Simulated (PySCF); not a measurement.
A species of formula C4H8 has this rotational fingerprint, computed with CAM-B3LYP/def2-SVPD in PySCF (dipole) on a GFN2-xTB geometry, gas phase:

* Rotational constants: A = 15759, B = 6400, C = 5627 MHz
* Dipole components: |μa| = 0.08 D, |μb| = 0.00 D, |μc| = 0.10 D
* Inertial defect: -21.22 u·Å²
* κ: -0.85

Question: Which structure is it? (One computed conformer of each.)
A. trans-2-butene (`C/C=C/C`)
B. `[CH2:1]=[CH:2][CH2:3][CH3:4]` with C1–C2–C3–C4 118°
C. methylcyclopropane, `CC1CC1`

Answer: C. It is CC1CC1, an asymmetric top, point group Cs. The candidates at the same level (rigid rotor, commonest isotopes):

```tsv
SMILES	A (MHz)	B (MHz)	C (MHz)	μa (D)	μb (D)	μc (D)	Δ (u·Å²)	point group	rotor
C/C=C/C	34969	3782	3563	0.00	0.00	0.00	-6.24	C2h	near-prolate asymmetric top
C=CCC	22392	4254	4156	0.37	0.08	0.08	-19.77	C1	near-prolate asymmetric top
CC1CC1	15759	6400	5627	0.08	0.00	0.10	-21.22	Cs	asymmetric top
```

`C=CCC` has A 42 % too high; `C/C=C/C` has A 122 % too high. In the right answer the mirror of this Cs structure is the ac plane, so μb vanishes by symmetry. No structure here is proved a minimum.
